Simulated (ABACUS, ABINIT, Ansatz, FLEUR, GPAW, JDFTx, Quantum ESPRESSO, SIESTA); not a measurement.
**Te: 8 runs at one level of theory**

```
Te
1.0
     4.45400    0.00000    0.00000
    -2.22700    3.85728    0.00000
     0.00000    0.00000    5.92400
Te
3
Direct
  0.72636 0.72628 0.99901
  0.00652 0.27843 0.67379
  0.27379 0.01099 0.33305
```

Atoms were shifted at random by some hundredths of an Å from the given cell, which wasn't relaxed again for these runs.

Alike in all runs: task single point; functional PBEsol; k mesh 7 × 7 × 5; occupations fermi-dirac, width 0.05 eV; no spin polarisation; no spin-orbit coupling. Pressure is positive in compression and, in plane waves, holds the error of the finite cutoff.

```json
{"program and potentials": "FLEUR, all-electron, FLAPW", "plane-wave cutoff (eV)": "-", "notes": "-", "pressure (GPa)": "-", "largest force (eV/Å)": "0.190", "energy over the undisturbed cell (meV/atom)": "1.23"}
{"program and potentials": "Quantum ESPRESSO, GBRV 1.5 PBEsol", "plane-wave cutoff (eV)": "612", "notes": "6 valence electrons an atom on average", "pressure (GPa)": "-1.31", "largest force (eV/Å)": "0.226", "energy over the undisturbed cell (meV/atom)": "-0.16"}
{"program and potentials": "ABINIT, PseudoDojo NC SR PBEsol v0.4.1 standard", "plane-wave cutoff (eV)": "1088", "notes": "16 valence electrons an atom on average", "pressure (GPa)": "-1.15", "largest force (eV/Å)": "0.206", "energy over the undisturbed cell (meV/atom)": "-"}
{"program and potentials": "Ansatz, all-electron LAPW, scalar-relativistic", "plane-wave cutoff (eV)": "-", "notes": "-", "pressure (GPa)": "-1.26", "largest force (eV/Å)": "0.189", "energy over the undisturbed cell (meV/atom)": "-"}
{"program and potentials": "SIESTA, files PseudoDojo sr-pbesol-0.4.1-standard, DZP (energy shift 0.003 Ry; two zetas on semicore shells)", "plane-wave cutoff (eV)": "-", "notes": "atomic basis; 16 valence electrons an atom on average", "pressure (GPa)": "-0.05", "largest force (eV/Å)": "0.542", "energy over the undisturbed cell (meV/atom)": "-5.64"}
{"program and potentials": "GPAW, PAW data sets generated for this functional", "plane-wave cutoff (eV)": "600", "notes": "6 valence electrons an atom on average", "pressure (GPa)": "-1.65", "largest force (eV/Å)": "0.183", "energy over the undisturbed cell (meV/atom)": "1.74"}
{"program and potentials": "JDFTx, PseudoDojo-SR-PBEsol-0.4.1-standard with smoothed tails", "plane-wave cutoff (eV)": "1088", "notes": "16 valence electrons an atom on average", "pressure (GPa)": "-1.15", "largest force (eV/Å)": "0.206", "energy over the undisturbed cell (meV/atom)": "-"}
{"program and potentials": "ABACUS, PseudoDojo NC SR 0.4.1 PBEsol standard, plane waves", "plane-wave cutoff (eV)": "1129", "notes": "16 valence electrons an atom on average", "pressure (GPa)": "-1.15", "largest force (eV/Å)": "0.203", "energy over the undisturbed cell (meV/atom)": "0.47"}
```

Force on atom 2 (Te), eV/Å:

```tsv
program and potentials	x	y	z
FLEUR, all-electron, FLAPW	-0.047	0.022	-0.183
Quantum ESPRESSO, GBRV 1.5 PBEsol	-0.088	0.101	-0.182
ABINIT, PseudoDojo NC SR PBEsol v0.4.1 standard	-0.069	0.064	-0.183
Ansatz, all-electron LAPW, scalar-relativistic	-0.045	0.019	-0.183
SIESTA, files PseudoDojo sr-pbesol-0.4.1-standard, DZP (energy shift 0.003 Ry; two zetas on semicore shells)	-0.273	0.422	-0.201
GPAW, PAW data sets generated for this functional	-0.029	-0.008	-0.180
JDFTx, PseudoDojo-SR-PBEsol-0.4.1-standard with smoothed tails	-0.069	0.065	-0.183
ABACUS, PseudoDojo NC SR 0.4.1 PBEsol standard, plane waves	-0.066	0.060	-0.182
```

The pressure spans -1.65 (GPAW, PAW data sets generated for this functional) to -0.05 GPa (SIESTA, files PseudoDojo sr-pbesol-0.4.1-standard, DZP (energy shift 0.003 Ry; two zetas on semicore shells)), with all-electron results at -1.26. Rows in atomic bases carry the error of their basis and grid, which can be large.

Differences between rows come from potentials, basis sets and numerical settings, since the functional is the same but for its coding. Runs on potential files found faulty are left out.
